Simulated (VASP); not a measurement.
Set up this calculation in VASP 6.6.1, as the native input.

| Property | Result |
| --- | --- |
| Task | single point |
| Functional | PBE |
| Potentials or basis | VASP PAW PBE potentials, release 64 (K_sv, F) |
| Cutoff | 520 eV |
| k mesh | 8 × 8 × 8 |
| Occupations | gaussian, width 0.05 eV |
| Spin | no spin polarisation |
| Dipole correction | no |
| Further INCAR settings | ALGO = Normal; EDIFF = 1e-06; NBANDS = 15 |

The structure of KF lies in POSCAR:

```
KF
1.0
    3.2589550000      0.0000000000      0.0000000000
    0.0000000000      3.2589550000      0.0000000000
    0.0000000000      0.0000000000      3.2589550000
K F
1 1
Direct
    0.0000000000      0.0000000000      0.0000000000
    0.5000000000      0.5000000000      0.5000000000
```

The cell comes from a database or a generator and needn't be the stable form of this composition.

The input as run:

INCAR

```
PREC = Accurate ; ENCUT = 520
EDIFF = 1E-6 ; ISMEAR = 0
SIGMA = 0.05 ; LREAL = False
LASPH = True ; NELM = 100
ALGO = Normal ; ISIF = 2
LWAVE = False ; LCHARG = True
GGA = PE ; LELF = True
LVHAR = True ; NBANDS = 15
```

KPOINTS

```
Automatic mesh
0
Gamma
  8 8 8
```

Potentials or basis: VASP PAW PBE potentials, release 64 (K_sv, F).

Run with:

```console
$ cat potpaw_PBE.64/K_sv/POTCAR potpaw_PBE.64/F/POTCAR > POTCAR
$ mpirun -np 1 vasp_std > vasp.out
```

Results of the run:

The pressure is 0.0 GPa and the band gap on the k mesh is 6.26 eV, indirect (least direct gap 6.31 eV).

Run time: 10 s on 1 thread of Intel(R) Xeon(R) Platinum 8259CL CPU @ 2.50GHz (Skylake/Cascade Lake), on a shared host, peak memory 0.14 GiB.
